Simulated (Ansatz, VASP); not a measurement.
**One calculation of Pt, two programs**

```
Pt
1.0
     0.00000    1.95790    1.95790
     1.95790    0.00000    1.95790
     1.95790    1.95790    0.00000
Pt
1
Cartesian
  0.0000 0.0000 0.0000
```

Alike in both runs: task single point; functional PBE; k mesh 18 × 18 × 18; occupations fermi-dirac, width 0.03 eV; no spin polarisation.

|  | VASP | Ansatz |
| --- | --- | --- |
| version | VASP 6.6.1 | Ansatz 0.2.0 |
| potentials or method | VASP PAW PBE potentials, release 64 (Pt), cutoff 520 eV | all-electron LAPW, scalar-relativistic |

VASP gave:

- pressure (GPa): 10.9

Task: Estimate Ansatz's values.

Result: Pressure (GPa): 12.4.

Ansatz ran all-electron here, so the differences hold the error of VASP's frozen core and of both bases.

Spin-orbit coupling is left out, which matters for the levels of Pt.
